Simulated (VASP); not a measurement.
# CdTe (F-43m) in VASP: further runs

The runs below take CdTe through single point, with r2SCAN+D3(BJ), LDA, RPBE+D4, PBEsol.

Program: VASP 6.6.1. These are calculated values, not measurements. Logs are shortened: lines on timing, memory, paths and dates and some standing lists are left out, and cuts for length are marked.

**The experiment to reproduce.**

A printed reference work, data compilation reports, for a bulk crystal of CdTe at 0 K: band gap 1.607 eV.

How close the calculation comes is told below.

## Step 1: The cell of the first run

It takes space group F-43m (No. 216, cubic). Conventional cell: a = 6.494 Å, b = 6.494 Å, c = 6.494 Å, α = 90.00°, β = 90.00°, γ = 90.00°. Within 3.7 Å of Te (site symmetry -43m) lie 4 Cd at 2.81 Å. Cd (site symmetry -43m) has 4 Te at 2.81 Å within 3.7 Å.

## Step 2: Single point, r2SCAN+D3(BJ)

POSCAR

```
CdTe
1.0
    0.0000000000      3.2471758892      3.2471758892
    3.2471758892      0.0000000000      3.2471758892
    3.2471758892      3.2471758892      0.0000000000
Te Cd
1 1
Direct
    0.7500000000      0.7500000000      0.7500000000
    0.0000000000      0.0000000000      0.0000000000
```

INCAR.step1

```
ALGO = Normal
EDIFF = 1E-4
ENCUT = 520
GGA = PE
ISMEAR = -1
LASPH = T
LCHARG = F
LREAL = F
LWAVE = T
NBANDS = 16
NELM = 100
PREC = Accurate
SIGMA = 0.05
```

INCAR.step2

```
ALGO = Normal
EDIFF = 1E-6
ENCUT = 520
ISIF = 2
ISMEAR = -1
ISTART = 1
IVDW = 12
LASPH = T
LCHARG = T
LELF = T
LMIXTAU = T
LREAL = F
LVHAR = T
LWAVE = F
METAGGA = R2SCAN
NBANDS = 16
NELM = 100
PREC = Accurate
SIGMA = 0.05
VDW_A1 = 0.49484001
VDW_A2 = 5.73083694
VDW_S6 = 1.0
VDW_S8 = 0.78981345
```

KPOINTS

```
k-points
0
Gamma
  7 7 7
```

Potentials or basis: VASP PAW PBE potentials, release 64 (Te, Cd).

On the command line:

```bash
> cat potpaw_PBE.64/Te/POTCAR potpaw_PBE.64/Cd/POTCAR > POTCAR
> cp INCAR.step1 INCAR
> mpirun -np 1 vasp_std > vasp.out
> cp INCAR.step2 INCAR
> mpirun -np 1 vasp_std > vasp.out
```

OUTCAR:

```text
EDIFF = 1E-6
   ENCUT = 520
   ISIF = 2
   ISMEAR = -1
   ISTART = 1
   IVDW = 12
   LASPH = T
   LREAL = F
   METAGGA = R2SCAN
   NELM = 100
   PREC = Accurate
 IVDW          = 12

 ion  position               nearest neighbor table
   1  0.750  0.750  0.750-   2 2.81   2 2.81   2 2.81   2 2.81
   2  0.000  0.000  0.000-   1 2.81   1 2.81   1 2.81   1 2.81

  LATTYP: Found a face centered cubic cell.
 ALAT       =     6.4943517784

  Lattice vectors:

 A1 = (   0.0000000000,   3.2471758892,   3.2471758892)
 A2 = (   3.2471758892,   0.0000000000,   3.2471758892)
 A3 = (   3.2471758892,   3.2471758892,   0.0000000000)

Analysis of symmetry for initial positions (statically):
=====================================================================
 Subroutine PRICEL returns:
 Original cell was already a primitive cell.

 Routine SETGRP: Setting up the symmetry group for a
 face centered cubic supercell.

 Subroutine GETGRP returns: Found 24 space group operations
 (whereof 24 operations were pure point group operations)
 out of a pool of 48 trial point group operations.

The static configuration has the point symmetry T_d .

Analysis of symmetry for dynamics (positions and initial velocities):
=====================================================================
 Subroutine PRICEL returns:
 Original cell was already a primitive cell.

 Routine SETGRP: Setting up the symmetry group for a
 face centered cubic supercell.

 Subroutine GETGRP returns: Found 24 space group operations
 (whereof 24 operations were pure point group operations)
 out of a pool of 48 trial point group operations.

The dynamic configuration has the point symmetry T_d .

 Subroutine INISYM returns: Found 24 space group operations
 (whereof 24 operations are pure point group operations),
 and found     1 'primitive' translations

----------------------------------------------------------------------------------------

                                     Primitive cell

  volume of cell :      68.4774

  direct lattice vectors                    reciprocal lattice vectors
     0.000000000  3.247175889  3.247175889    -0.153979956  0.153979956  0.153979956
     3.247175889  0.000000000  3.247175889     0.153979956 -0.153979956  0.153979956
     3.247175889  3.247175889  0.000000000     0.153979956  0.153979956 -0.153979956

  length of vectors
     4.592200182  4.592200182  4.592200182     0.266701107  0.266701107  0.266701107

  position of ions in fractional coordinates (direct lattice)
     0.750000000  0.750000000  0.750000000
     0.000000000  0.000000000  0.000000000

  ion indices of the primitive-cell ions
   primitive index   ion index
                 1           1
                 2           2

----------------------------------------------------------------------------------------

 KPOINTS: k-points

Automatic generation of k-mesh.
 Grid dimensions read from file:
 generate k-points for:    7    7    7

 Generating k-lattice:

  Cartesian coordinates                     Fractional coordinates (reciprocal lattice)
    -0.021997137  0.021997137  0.021997137     0.142857143  0.000000000  0.000000000
     0.021997137 -0.021997137  0.021997137     0.000000000  0.142857143  0.000000000
     0.021997137  0.021997137 -0.021997137     0.000000000  0.000000000  0.142857143

  Length of vectors
     0.038100158  0.038100158  0.038100158

  Shift w.r.t. Gamma in fractional coordinates (k-lattice)
     0.000000000  0.000000000  0.000000000

 Subroutine IBZKPT returns following result:
 ===========================================

 Found     20 irreducible k-points:

 Following reciprocal coordinates:
            Coordinates               Weight
  0.000000  0.000000  0.000000      1.000000
  0.142857  0.000000  0.000000      8.000000
  0.285714  0.000000  0.000000      8.000000
  0.428571  0.000000  0.000000      8.000000
  0.142857  0.142857  0.000000      6.000000
  0.285714  0.142857  0.000000     24.000000
[... 12 lines left out ...]
 -0.428571  0.428571  0.142857     24.000000
 -0.285714  0.428571  0.142857     24.000000
   k-points           NKPTS =     20   k-points in BZ     NKDIM =     20   number of bands    NBANDS=     16
   number of dos      NEDOS =    301   number of ions     NIONS =      2
   total plane-waves  NPLWV =  46656
   dimension x,y,z NGX =    36 NGY =   36 NGZ =   36
   dimension x,y,z NGXF=    72 NGYF=   72 NGZF=   72
   ions per type =               1   1
   NGX,Y,Z   is equivalent  to a cutoff of  13.03, 13.03, 13.03 a.u.
   NGXF,Y,Z  is equivalent  to a cutoff of  26.07, 26.07, 26.07 a.u.
 SYSTEM =  unknown system
   PREC   = accura    normal or accurate (medium, high low for compatibility)
   ISTART =      1    job   : 0-new  1-cont  2-samecut
   ICHARG =      0    charge: 1-file 2-atom 10-const
   ISPIN  =      1    spin polarized calculation?
   LNONCOLLINEAR =      F non collinear calculations
   LSORBIT =      F    spin-orbit coupling
   LASPH  =      T    aspherical Exc in radial PAW
   ENCUT  =  520.0 eV  38.22 Ry    6.18 a.u.   8.54  8.54  8.54*2*pi/ulx,y,z
   NELM   =    100;   NELMIN=  2; NELMDL=  0     # of ELM steps
   EDIFF  = 0.1E-05   stopping-criterion for ELM
   LREAL  =      F    real-space projection
   EDIFFG = 0.1E-04   stopping-criterion for IOM
   NSW    =      0    number of steps for IOM
   IBRION =     -1    ionic relax: 0-MD 1-quasi-New 2-CG
   NFREE  =      0    steps in history (QN), initial steepest desc. (CG)
   ISIF   =      2    stress and relaxation
   ISYM   =      2    0-nonsym 1-usesym 2-fastsym
   POTIM  = 0.5000    time-step for ionic-motion
   TEBEG  =    0.0;   TEEND  =   0.0 temperature during run
   PSTRESS=    0.0 pullay stress
   NELECT =      18.0000    total number of electrons
   NUPDOWN=      -1.0000    fix difference up-down
   EMIN   =  10.00;   EMAX   =-10.00  energy-range for DOS
   EFERMI =   0.00;   METHOD = LEGACY
   ISMEAR =    -1;   SIGMA  =   0.05  broadening in eV -4-tet -1-fermi 0-gaus
   EFERMI_NEDOS =   21; number of points for ismear=-14 and -15
   IALGO  =     38    algorithm
   IMIX   =      4    mixing-type and parameters
     AMIX     =   0.40;   BMIX     =  1.00
     AMIX_MAG =   1.60;   BMIX_MAG =  1.00
  volume/ion in A,a.u.               =      34.24       231.05
  Fermi-wavevector in a.u.,A,eV,Ry     =   1.048697  1.981749 14.963205  1.099765
  Thomas-Fermi vector in A             =   2.183629
   LORBIT       =      0    0 simple, 1 ext, 2 COOP (PROOUT), +10 PAW based schemes
   METAGGA = R2SCAN    functional components
   LHFCALC =     F    Hartree Fock is set to
   AEXX    =    0.0000 exact exchange contribution
   IVDW    =    12    specifies the selected vdW correction
   LEPSILON=     F    determine dielectric tensor
   LRPA    =     F    only Hartree local field effects (RPA)
 non-spin polarized calculation
  energy-cutoff  :      520.00
  volume of cell :       68.48
 maximum number of plane-waves:      1868
 NGX is ok and might be reduce to    36
   NGX = 17   NGY = 17   NGZ = 17

 number of electron      17.9999998 magnetization

 Free energy of the ion-electron system (eV)
  ---------------------------------------------------
  ext. energy  EPLUGINS =         0.00000000
  ---------------------------------------------------
  free energy    TOTEN  =       -46.63508155 eV

  energy without entropy =      -46.63508149  energy(sigma->0) =      -46.63508152

 E-fermi :   2.7032     XC(G=0):  -9.0754

 val. band max:        2.0449737734   @ k =   0.0000   0.0000   0.0000
 cond. band min:       3.2979552438   @ k =   0.0000   0.0000   0.0000
 fundamental gap:      1.2529814704
 Fermi energy:         2.7032323593

 k-point     1 :       0.0000    0.0000    0.0000
  band No.  band energies     occupation
      1      -9.4468      2.00000
      2      -6.4954      2.00000
      3      -6.4954      2.00000
      4      -6.4954      2.00000
      5      -6.2153      2.00000
      6      -6.2153      2.00000
[... 8 lines left out ...]
     15      11.8644      0.00000
     16      11.8644      0.00000

 k-point     2 :       0.1429    0.0000    0.0000
  band No.  band energies     occupation
      1      -9.3701      2.00000
      2      -6.4806      2.00000
      3      -6.4806      2.00000
      4      -6.4302      2.00000
      5      -6.2163      2.00000
      6      -6.2163      2.00000
[... 8 lines left out ...]
     15      11.0551      0.00000
     16      11.0551      0.00000

 k-point     3 :       0.2857    0.0000    0.0000
  band No.  band energies     occupation
      1      -9.1980      2.00000
      2      -6.4504      2.00000
      3      -6.4504      2.00000
      4      -6.2144      2.00000
      5      -6.2144      2.00000
      6      -6.2121      2.00000
[... 8 lines left out ...]
     15      11.0873      0.00000
     16      11.0873      0.00000

 k-point     4 :       0.4286    0.0000    0.0000
  band No.  band energies     occupation
      1      -9.0628      2.00000
      2      -6.4305      2.00000
      3      -6.4305      2.00000
      4      -6.2077      2.00000
      5      -6.2077      2.00000
      6      -5.9080      2.00000
[... 8 lines left out ...]
     15      12.3813      0.00000
     16      12.3813      0.00000
[... 248 lines left out ...]
 k-point    18 :      -0.4286    0.2857    0.1429
  band No.  band energies     occupation
      1      -8.9833      2.00000
      2      -6.3948      2.00000
      3      -6.3839      2.00000
      4      -6.2405      2.00000
      5      -6.2076      2.00000
      6      -5.7697      2.00000
[... 8 lines left out ...]
     15      12.5850      0.00000
     16      13.4626      0.00000

 k-point    19 :      -0.4286    0.4286    0.1429
  band No.  band energies     occupation
      1      -8.9419      2.00000
      2      -6.3592      2.00000
      3      -6.3576      2.00000
      4      -6.2728      2.00000
      5      -6.1969      2.00000
      6      -5.7058      2.00000
[... 8 lines left out ...]
     15      13.3626      0.00000
     16      14.1859      0.00000

 k-point    20 :      -0.2857    0.4286    0.1429
  band No.  band energies     occupation
      1      -8.9323      2.00000
      2      -6.3725      2.00000
      3      -6.3592      2.00000
      4      -6.2477      2.00000
      5      -6.2111      2.00000
      6      -5.6387      2.00000
[... 8 lines left out ...]
     15      12.7580      0.00000
     16      14.6537      0.00000

------------------------ aborting loop because EDIFF is reached ----------------------------------------

 Edisp (eV)   -0.33153

 E8    (eV) :    -0.1192

  FORCE on cell =-STRESS in cart. coord.  units (eV):
  Direction    XX          YY          ZZ          XY          YZ          ZX
  --------------------------------------------------------------------------------------
  -------------------------------------------------------------------------------------
  Total       0.25618     0.25618     0.25618    -0.00000     0.00000     0.00000
  in kB       5.99379     5.99379     5.99379    -0.00000     0.00000     0.00000
  external pressure =        5.99 kB  Pullay stress =        0.00 kB

 VOLUME and BASIS-vectors are now :
 -----------------------------------------------------------------------------
  energy-cutoff  :      520.00
  volume of cell :       68.48
      direct lattice vectors                 reciprocal lattice vectors
     0.000000000  3.247175889  3.247175889    -0.153979956  0.153979956  0.153979956
     3.247175889  0.000000000  3.247175889     0.153979956 -0.153979956  0.153979956
     3.247175889  3.247175889  0.000000000     0.153979956  0.153979956 -0.153979956

 POSITION                                       TOTAL-FORCE (eV/Angst)
 -----------------------------------------------------------------------------------
      4.87076      4.87076      4.87076         0.000000      0.000000      0.000000
      0.00000      0.00000      0.00000        -0.000000     -0.000000     -0.000000
 -----------------------------------------------------------------------------------
    total drift:                                0.000001      0.000001      0.000001

  FREE ENERGIE OF THE ION-ELECTRON SYSTEM (eV)
  ---------------------------------------------------
  free  energy   TOTEN  =       -46.9666138665 eV

  energy  without entropy=      -46.9666138114  energy(sigma->0) =      -46.96661384
```

It took 61 s on 1 thread of AMD EPYC 9R45 (Zen 5), shared host; peak memory 0.2 GiB.

Results:

```
Free energy                : -46.9666 eV
Pressure                   : 0.6 GPa
Band gap on the k mesh     : 1.25 eV, direct
Dispersion energy per atom : -0.166 eV
```

Caveat: the PAW data sets were made with another functional, which shifts forces and pressure a little; spin-orbit coupling is left out, which moves the levels of the heavy elements.

## Step 3: Single point, LDA, non-collinear spin, zero start, spin-orbit coupling

This run uses another cell than the first one, of 32.92 Å³/atom, 0.962 times its volume.

INCAR

```
SYSTEM = CdTe
  ALGO = Normal
  EDIFF = 1E-6
  ENCUT = 520
  GGA_COMPAT = .FALSE.
  ISIF = 2
  ISMEAR = -1
  LASPH = .TRUE.
  LCHARG = .FALSE.
  LORBIT = 11
  LORBMOM = .TRUE.
  LREAL = .FALSE.
  LSORBIT = .TRUE.
  LWAVE = .FALSE.
  MAGMOM = 0 0 0 0 0 0
  NBANDS = 30
  NELM = 150
  PREC = Accurate
  SIGMA = 0.05
```

KPOINTS

```
k-points
0
G
  7 7 7
  0 0 0
```

POSCAR

```
CdTe
1.0
    0.0000000000      3.2050000000      3.2050000000
    3.2050000000      0.0000000000      3.2050000000
    3.2050000000      3.2050000000      0.0000000000
Te Cd
1 1
Direct
    0.7500000000      0.7500000000      0.7500000000
    0.0000000000      0.0000000000      0.0000000000
```

Potentials or basis: VASP PAW LDA potentials, release 64 (Te, Cd).

On the command line:

```bash
> cat potpaw_LDA.64/Te/POTCAR potpaw_LDA.64/Cd/POTCAR > POTCAR
> mpirun -np 1 vasp_ncl > vasp.out
```

OUTCAR:

```text
SYSTEM = CdTe
   EDIFF = 1E-6
   ENCUT = 520
   ISIF = 2
   ISMEAR = -1
   LASPH = .TRUE.
   LORBIT = 11
   LREAL = .FALSE.
   LSORBIT = .TRUE.
   NELM = 150
   PREC = Accurate

 ion  position               nearest neighbor table
   1  0.750  0.750  0.750-   2 2.78   2 2.78   2 2.78   2 2.78
   2  0.000  0.000  0.000-   1 2.78   1 2.78   1 2.78   1 2.78

  LATTYP: Found a face centered cubic cell.
 ALAT       =     6.4100000000

  Lattice vectors:

 A1 = (   0.0000000000,   3.2050000000,   3.2050000000)
 A2 = (   3.2050000000,   0.0000000000,   3.2050000000)
 A3 = (   3.2050000000,   3.2050000000,   0.0000000000)

Analysis of symmetry for initial positions (statically):
=====================================================================
 Subroutine PRICEL returns:
 Original cell was already a primitive cell.

 Routine SETGRP: Setting up the symmetry group for a
 face centered cubic supercell.

 Subroutine GETGRP returns: Found 24 space group operations
 (whereof 24 operations were pure point group operations)
 out of a pool of 48 trial point group operations.

The static configuration has the point symmetry T_d .

Analysis of symmetry for dynamics (positions and initial velocities):
[... 1056 lines left out ...]
     0.0000000     0.0000000     0.0000000     0.0000000     0.0000000     0.0000000     0.0000000
     0.0000000     0.0000000     0.0000000     0.0000000     0.0000000     0.0000000     0.0000000
     0.0000000     0.0000000     0.0000000     0.0000000     0.0000000     0.0000000     0.0000000

 Ion:    2  E_soc:     -0.0650282
 l=   1
     0.0000000    -0.0035441    -0.0035441
    -0.0035441     0.0000000    -0.0035441
    -0.0035441    -0.0035441     0.0000000
 l=   2
     0.0000000    -0.0014647     0.0000000    -0.0014647    -0.0058292
    -0.0014647     0.0000000    -0.0043719    -0.0014647    -0.0014573
     0.0000000    -0.0043719     0.0000000    -0.0043719     0.0000000
    -0.0014647    -0.0014647    -0.0043719     0.0000000    -0.0014573
    -0.0058292    -0.0014573     0.0000000    -0.0014573     0.0000000
 l=   3
     0.0000000     0.0000000     0.0000000     0.0000000     0.0000000     0.0000000     0.0000000
     0.0000000     0.0000000     0.0000000     0.0000000     0.0000000     0.0000000     0.0000000
     0.0000000     0.0000000     0.0000000     0.0000000     0.0000000     0.0000000     0.0000000
     0.0000000     0.0000000     0.0000000     0.0000000     0.0000000     0.0000000     0.0000000
     0.0000000     0.0000000     0.0000000     0.0000000     0.0000000     0.0000000     0.0000000
     0.0000000     0.0000000     0.0000000     0.0000000     0.0000000     0.0000000     0.0000000
     0.0000000     0.0000000     0.0000000     0.0000000     0.0000000     0.0000000     0.0000000

 total charge

# of ion       s       p       d       tot
------------------------------------------
    1        1.357   2.064   0.025   3.446
    2        0.490   0.341   9.521  10.352
--------------------------------------------------
tot          1.847   2.405   9.546  13.798

 magnetization (x)

# of ion       s       p       d       tot
------------------------------------------
    1       -0.000   0.000   0.000  -0.000
    2        0.000  -0.000   0.000  -0.000
--------------------------------------------------
tot          0.000  -0.000   0.000  -0.000

 magnetization (y)

# of ion       s       p       d       tot
------------------------------------------
    1       -0.000   0.000   0.000  -0.000
    2        0.000   0.000   0.000   0.000
--------------------------------------------------
tot         -0.000   0.000   0.000   0.000

 magnetization (z)

# of ion       s       p       d       tot
------------------------------------------
    1       -0.000   0.000   0.000   0.000
    2        0.000   0.000   0.000   0.000
--------------------------------------------------
tot          0.000   0.000   0.000   0.000
```

stdout:

```text
POSCAR found type information on POSCAR TeCd
 POSCAR found :  2 types and       2 ions
 scaLAPACK will be used
 LDA part: xc-table for (Slater(with rela. corr.)+CA(PZ))
 , standard interpolation
 POSCAR, INCAR and KPOINTS ok, starting setup
 FFT: planning ... GRIDC
 FFT: planning ... GRID_SOFT
 FFT: planning ... GRID
 WAVECAR not read
 entering main loop
```

Wall time 73 s (1 thread of AMD EPYC 9R45 (Zen 5), shared host); peak memory 0.31 GiB.

What came out:

```
Free energy                                           : -6.1819 eV
Pressure                                              : 0.3 GPa
Net moment                                            : 0.00 μB per cell
Valence electrons inside the program's atomic spheres : Te 3.45; Cd 10.35
```

Moments on the atoms (μB; x, y, z):
```
Te  0.00 0.00 0.00
Cd  0.00 0.00 0.00
```

## Step 4: Single point, RPBE+D4

This run uses another cell than the first one, of 32.92 Å³/atom, 0.962 times its volume.

INCAR

```
SYSTEM = CdTe
PREC = Accurate ; ENCUT = 520
EDIFF = 1E-7 ; ISMEAR = -5
SIGMA = 0.05 ; LREAL = .False.
LASPH = .True. ; NELM = 100
ALGO = Normal ; ISIF = 2
LWAVE = .False. ; LCHARG = .False.
GGA = RP ; IVDW = 13
NBANDS = 16
```

KPOINTS

```
regular mesh
0
Gamma
  7 7 7
  0 0 0
```

POSCAR is that of step 3.

Potentials or basis: VASP PAW PBE potentials, release 64 (Te, Cd).

On the command line:

```bash
> cat potpaw_PBE.64/Te/POTCAR potpaw_PBE.64/Cd/POTCAR > POTCAR
> mpirun -np 1 vasp_std > vasp.out
```

It took 21 s on 1 thread of Intel Xeon Platinum 8375C at 2.90GHz (Ice Lake), shared host; peak memory 0.21 GiB.

The run converged. Its results:

```yaml
Free_energy: -5.3301 eV
Pressure: 2.3 GPa
Band_gap_on_the_k_mesh: 1.02 eV, direct
Dispersion_energy_per_atom: -0.654 eV
```

Levels at points of the mesh, in eV from the valence-band top:
```tsv
k point	band 6	band 7	band 8	band 9	band 10	band 11	band 12	band 13
(0.00, 0.00, 0.00)	-8.13	0.00	0.00	0.00	1.02	4.63	4.63	4.63
```

Caveat: the PAW data sets were made with another functional, which shifts forces and pressure a little; spin-orbit coupling is left out, which moves the levels of the heavy elements.

(Continued in part 2 of 2.)
